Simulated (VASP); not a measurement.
PbS: relaxation of cell and atoms with PBE

The system is PbS.

```
Pb S
1.0
     0.00000    2.98809    2.98809
     2.98809    0.00000    2.98809
     2.98809    2.98809    0.00000
Pb S
1 1
Cartesian
  2.9881 2.9881 2.9881
  0.0000 0.0000 0.0000
```

The cell is a database's computed one.

- Program: VASP 6.6.1
- Task: relaxation of cell and atoms
- Functional: PBE
- Potentials or basis: VASP PAW PBE potentials, release 64 (Pb_d, S)
- Cutoff: 600 eV
- k mesh: 10 × 10 × 10
- Occupations: gaussian, width 0.02 eV
- Spin: no spin polarisation
- Further INCAR settings: ALGO = Fast; EDIFF = 1e-07; IBRION = 2; EDIFFG = -0.005; NSW = 90; ISIF = 3

```yaml
Relaxed_volume: 27.10 Å³/atom
Relaxed_cell: a = 4.248 Å, b = 4.248 Å, c = 4.248 Å, α = 60.00°, β = 60.00°, γ = 60.00°
Space_group_after_relaxing_to_0.05_Å: Fm-3m (No. 225)
Energy_gained_by_relaxing: 1.2 meV/atom
Ionic_steps: 3
Pressure_after_relaxing: 0.0 GPa
Band_gap_on_the_k_mesh: 0.50 eV, direct
```

The path:
```csv
step,energy change (eV),largest force (eV/Å),pressure (GPa),volume (Å³)
1,0.0000,0.0000,0.90,53.36
2,-0.0020,0.0000,-0.31,54.52
3,-0.0023,0.0000,0.01,54.21
```

Final structure:
```xyz
2
Lattice="0.0000 3.0038 3.0038 3.0038 0.0000 3.0038 3.0038 3.0038 0.0000" Properties=species:S:1:pos:R:3 pbc="T T T"
Pb    3.0038    3.0038    3.0038
S     0.0000    0.0000    0.0000
```

Levels at points of the mesh, in eV from the valence-band top:
```tsv
k point	band 8	band 9	band 10	band 11	band 12	band 13
(0.00, 0.00, 0.00)	-1.95	-1.95	-1.95	5.14	5.14	5.14
(0.50, 0.00, 0.00)	-1.58	-1.58	0.00	0.50	2.08	2.08
(0.50, 0.50, 0.00)	-4.83	-3.16	-3.16	4.07	5.49	5.58
```

It took 76 s on 1 thread of Intel(R) Xeon(R) Platinum 8488C (Sapphire Rapids), with other jobs on the host, peak memory 0.24 GiB.

Caveat: spin-orbit coupling is left out, which as a rule narrows the gap of such compounds by several tenths of an eV. A k mesh can miss the band edges.
